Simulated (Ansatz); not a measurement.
# Ge (P-3m1) in Ansatz: electric field gradients with PBE

Aim: the electric field gradients of Ge with PBE.

Everything below comes from runs of Ansatz 0.2.0. Logs are shortened: lines on timing, memory, paths and dates and some standing lists are left out, and cuts for length are marked.

## Step 1: The structure

It takes space group P-3m1 (No. 164, trigonal). The conventional cell has a = 4.090 Å, b = 4.090 Å, c = 3.327 Å, α = 90.00°, β = 90.00°, γ = 120.00°. Around Ge (site symmetry 3m) lie 3 Ge at 2.54 Å.

The cell was built by a generator and needn't be a form met in nature.

## Step 2: Electric field gradients, PBE

input.yaml reads:

```yaml
crystal:
  lattice:
    - [4.09041, 0.0, 0.0]
    - [-2.0452, 3.5424, 0.0]
    - [0.0, 0.0, 3.32658]
  atoms:
    - { symbol: Ge, position: [0.66667, 0.33333, 0.14086] }
    - { symbol: Ge, position: [0.33333, 0.66667, 0.85914] }
kpoints:
  mp_grid: { grid: [8, 8, 8] }
scf:
  occupations: { method: fermi_dirac, width: 0.05 }
hamiltonian:
  xc: pbe
  pseudopotentials: { kind: all_electron, datasets: crystal }
output:
  forces: true
  stress: true
  eigenvalues: true
  efg: {}
```

Potentials or basis: all-electron PAW datasets made for the crystal.

Started as:

```sh
$ ansatz run input.yaml --threads 1 --pin off --max-ram 3072MiB --backend cpu --events-out ev --progress --plain --runs-dir out
```

The log of the run:

```text
Warning: the atoms were moved onto the symmetric positions of the space group found under crystal.symmetry.tolerance 1.0e-5 (fractional; no operation is sought that the atoms, as they stand in a round, miss by more than twice it, and no atom is moved by as much as it), and the run uses the moved positions. Before a round's move an operation carried an atom to 4.09e-5 Å from where it should land, the largest such distance. Atom 0 (counting from 0) moved farthest, by 2.36e-5 Å; the longest move in fractions of the cell, of whichever atom, is 0.47 of the tolerance, in 1 round. To run the atoms as typed, lower crystal.symmetry.tolerance until the operations that they miss are no longer found, or set crystal.symmetry.detect: false (a key that needs symmetry detection or time reversal refuses this as the deck is read). The positions used, in the order of the run's atom list: position: [0.6666666666666666, 0.3333333333333333, 0.14086]; position: [0.3333333333333333, 0.6666666666666666, 0.85914]; The lattice was moved too: crystal.lattice keeps the space group found at crystal.symmetry.tolerance 1.0e-5 only nearly: the operation that it misses by the most changes a squared length by the fraction 2.82e-6. The run uses the lattice that is a stretch of the typed one, with no rotation, onto the one that keeps every operation to a double's rounding (on a very oblique basis the stretch itself rounds by more); the deck's lattice vector that moved farthest moved by 2.95e-6 Å. To run the lattice as typed, set crystal.symmetry.tolerance under 9.08e-7, the least fraction by which an operation that the lattice misses changes a squared length (the same key also sets how far an atom may lie from its image, so lowering it can lose operations that the atoms keep only within it), or set crystal.symmetry.detect: false, as for the atoms. crystal.lattice made exact, in Å and degrees: [[4.090410593578392, -2.8867513459813864e-6, 0.0], [-2.045202796789196, 3.5424009293235454, 0.0], [0.0, 0.0, 3.32658]]. Pasted over the deck's crystal.lattice, beside positions in fractional coordinates, it runs the same cell (given as lengths and angles, that cell in the form's own orientation, a rigid turn of the misfit's size from the one run here, for which a checkpoint.post_process_only pass over this run's state can be refused: where this run relaxes nothing, give such a pass this deck's own crystal.lattice, as typed; behind a relaxation, as crystal.lattice, the state's own cell, identity.cell in its checkpoint.json), and a matrix so pasted ends this notice, except on a very skew basis of the lattice, where the rounding of the pasted numbers themselves can read as a misfit: the cell is then moved again, and that move is told again. The lattice as run is in this notice's lattice.as_run_ang field (Run.prep()["deck_notices"] in Python, the deck_notice line of an events file, deck_notices of ansatz run --dry-run=json, or deck_notices in record.json in the deck's checkpoint.write directory).
Warning: RAYON_NUM_THREADS=1 ignored (pool sized by the plan → 1); use --threads N
hamiltonian.pseudopotentials.datasets: crystal makes datasets for this crystal and solves the spheres of its atoms anew in each pass: cutoff 140.0 eV, the density's 840.0 eV; for an error of 0.50 meV an atom under PBE, 1.0 meV for the cell; an energy difference from a run of another recipe may be off by several times the error for the cell, under r2SCAN by more, where some 0.1 meV an atom stays at smaller errors; Ge in spheres of 1.270 Å, 4 of its electrons in bands, 10 on its site; only band paths and densities of states list, in semicore columns, the levels of the semicore shells that are solved separately: 3d of Ge
band count auto-derived: 9 (N_el = 8.0; filled up to band 4; 8 by the electrons, moments and atoms)
Engine: ansatz 0.2.0, x86_64-unknown-linux-gnu
Pseudopotentials: kind: all_electron
Pseudopotential: Ge, paw, valence charge 14, recommended cutoff 140 eV (normal), crystal/all_electron/pbe/scalar/gaussian/Ge, Koelling and Harmon's equation, gaussian nucleus
Functional definition: PBE
  parameter kappa = 0.804
  parameter beta = 0.06672455060314922
  exchange = pbe_x(kappa = kappa, mu = beta*pi^2/3)
  correlation = pbe_c(beta = beta)
Crystal: 2 atoms, lattice volume = 48.202 Å³
Basis set: ecut = 140 eV, 187 PW (Γ), exchange–correlation on 40×40×32 points (8 copies of the dense FFT grid, shifted against one another)
Bands: 9, of which v1, the nominal top of the filled ones, is band 4 counted from 1 (3 counted from 0)
Symmetry: 12 space group operations
Space group: P-3m1 (ITA 164), of the structure as read, at distance tolerance 3.6e-5 Å
k-points: 65 of 512
Non-local potential: Ge, projectors of the file, l = 0: 1, l = 1: 1
PAW form: soft (Blöchl's): semilocal exchange-correlation on the pseudo side does not see the compensation charge
PAW one-centre angular grid: Ge, 110 points (default); XC on its mesh's 1883 points in the sphere
Initial density: superposition of atomic densities (neutral atoms: chi_scale 0, normalization atom)
Initial wavefunctions: pseudopotential atomic-orbital guess
Functional: x = pbe(κ = 0.804, μ = 0.2195149727645171), c = pbe(β = 0.06672455060314922)
iter 1 solved again at ethr=3.72e-3 eV; its pass at ethr=1.00e-1 eV (dr2=2.98e-1 eV) is discarded
SCF iter   1: F=—  HF=-114232.031127 eV  |F-HF|=—  |Δ(HF+E_count)|=         —  Δρ=2.28e-2  dr2=2.42e-1  ethr=3.72e-3  ⟨swp⟩=3.8  Hψ=4134  notcnv=0
[... 18 lines left out ...]
By the cutoff:   a pressure is off by up to 0.005 GPa (1.2 times the spheres' own share and the shells' term, over an atom's volume, and 0.004 GPa: a bound that held against runs at twice the plane waves)
Past the cutoffs: a stress includes 0.0010 GPa for waves and charges beyond them, in addition to the slope of what the spheres take
In the spheres:  the bands' charges fall short by 1.1e-8 e at most (sound up to 1e-3), those of shells solved beside the bands by 2.6e-7 e (sound up to 5e-4)
Fermi energy:    8.915808 eV
--- Per-component energies (eV) ---
  E_band       = 31.021701
  E_kinetic    = 82.326486
  E_local      = -2831.577297  (includes V_loc(G=0)·N_el)
  E_nonlocal   = 11.797525
  E_hartree    = 1357.776065
  E_xc         = -105.695192
  E_vxc        = -118.755946  (∫ρ·V_xc dr)
  E_paw        = -118837.527630  (= ΣΔE_a)
  E_vpaw       = -8605.110410  (= ΣTr[D̂ρ^β])
  E_ewald      = -2685.888992
  E_smearing   = -0.008548  (= −TS)
  E_closure    = 8776.790786  (closes the sum)
  Σ components = -114232.006797   (vs F -114232.006797, Δ=0.00e0)
  The terms above E_closure are by the made datasets' own strengths, without shells solved beside the bands.
--- Forces (eV/Å), atoms counted from 1 ---
  atom   1  Ge    -0.00000000    -0.00000000     0.00104972
  atom   2  Ge     0.00000000     0.00000000    -0.00104972
  max |Σ_I F_I| component: 1.16e-18 eV/Å
--- Stress (GPa, compression-positive) ---
       -0.268727       0.000000      -0.000000
        0.000000      -0.268727      -0.000000
       -0.000000      -0.000000      -4.173126
  P = ⅓ Tr σ = -1.5702 GPa (-15.702 kbar)
  It holds what live shells' own plane waves past their cutoff add
--- PAW observables at the nuclei: V_zz in 10²¹ V/m², potentials from the cell's mean, atoms counted from 1 ---
  atom   1  Ge V_zz =   +11.088137   η = 0.0000   by run symmetry: allowed
            electrostatic potential = -4320.575579 V   contact ρ = 210345.206349 e/Å³
  atom   2  Ge V_zz =   +11.088137   η = 0.0000   by run symmetry: allowed
            electrostatic potential = -4320.575579 V   contact ρ = 210345.206349 e/Å³
--- Band table (eV; the first three rows and the last of 65) ---
  k-point 0: bands = ["-2.9930", "6.3564", "7.8752", "7.8752", "11.2997", "11.9032", "11.9032"]
  k-point 1: bands = ["-2.8156", "6.1370", "8.0352", "8.0352", "9.4330", "12.0399", "12.0399"]
  k-point 2: bands = ["-2.3086", "4.9745", "8.4764", "8.4764", "8.6915", "12.3887", "12.3887"]
  k-point 64: bands = ["1.2309", "1.9946", "5.6746", "6.4317", "6.5650", "10.7482", "14.3656"]
```

It took 3 s on 1 thread of Intel Xeon 6975P-C (Granite Rapids), shared host; peak memory 0.42 GiB.

Results:

- Free energy: -114232.0068 eV
- Pressure: -1.6 GPa
- Band gap on the k mesh: none (metal or under the smearing width)

Stress tensor (GPa, compression positive):
```
-0.27  0.00  0.00
 0.00 -0.27  0.00
 0.00  0.00 -4.17
```

Levels at points of the mesh, in eV from the Fermi level:
```
             k point  band 2  band 3  band 4  band 5  band 6  band 7
  (0.00, 0.00, 0.00)   -2.56   -1.04   -1.04    2.38    2.99    2.99
 (0.00, 0.00, -0.50)   -6.29    0.42    0.42    0.84    2.78    3.87
 (0.00, -0.50, 0.00)   -8.13   -2.56   -0.32    3.37    3.79    7.04
(0.00, -0.50, -0.50)   -6.56   -3.76   -2.12   -0.94    2.38    3.84
```
